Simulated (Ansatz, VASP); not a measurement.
# Two plane-wave programs on Al2Pt

INCAR

```
  PREC = Accurate
  ENCUT = 520
  EDIFF = 1E-6
  ISMEAR = 0
  SIGMA = 0.05
  LREAL = False
  LASPH = True
  NELM = 60
  ALGO = Normal
  ISIF = 2
  LWAVE = False
  LCHARG = True
  GGA = PS
  LELF = True
  LVHAR = True
  NBANDS = 15
```

The input KPOINTS:

```
regular mesh
0
Gamma
  10 10 10
```

File POSCAR:

```
Al2Pt
1.0
    0.0000000000      2.9550006156      2.9550006156
    2.9550006156      0.0000000000      2.9550006156
    2.9550006156      2.9550006156      0.0000000000
Al Pt
2 1
Direct
    0.2500000000      0.2500000000      0.2500000000
    0.7500000000      0.7500000000      0.7500000000
    0.0000000000      0.0000000000      0.0000000000
```

Input for Ansatz:

```yaml
crystal:
  lattice:
    - [0.0, 2.9550006156, 2.9550006156]
    - [2.9550006156, 0.0, 2.9550006156]
    - [2.9550006156, 2.9550006156, 0.0]
  atoms:
    - { symbol: Al, position: [0.25, 0.25, 0.25] }
    - { symbol: Al, position: [0.75, 0.75, 0.75] }
    - { symbol: Pt, position: [0.0, 0.0, 0.0] }
basis:
  ecutwfc: 420
  ecutrho_ratio: 4
kpoints:
  mp_grid: { grid: [10, 10, 10] }
hamiltonian:
  xc: pbesol
scf:
  occupations: { method: gaussian, width: 0.05 }
output:
  forces: true
  stress: true
  eigenvalues: true
```

Alike in both runs: task single point; functional PBEsol; k mesh 10 × 10 × 10; occupations gaussian, width 0.05 eV; no spin polarisation.

|  | VASP | Ansatz |
| --- | --- | --- |
| version | VASP 6.6.1 | Ansatz 0.2.0 |
| potentials or method | VASP PAW PBE potentials, release 64 (Al, Pt) | scalar-relativistic, plane waves, PAW |
| plane-wave cutoff (eV) | 520 | 420 |
| valence electrons in the cell | 16 | 24 |

```csv
,VASP,Ansatz,Ansatz less VASP
gap on the k mesh at the Fermi level (eV),none,none,-
pressure (GPa),-1.0,-0.9,+0.04
```

A gap of «none» marks a metal or a gap that the smearing closes. The functional is the same, so the differences come from potentials, cutoffs and numerics. The two sets of potentials don't hold the same shells in valence.

Caveats: the PAW data sets were made with another functional, which shifts forces and pressure a little (VASP). The runs have no spin-orbit coupling, so splittings on Pt are missing.
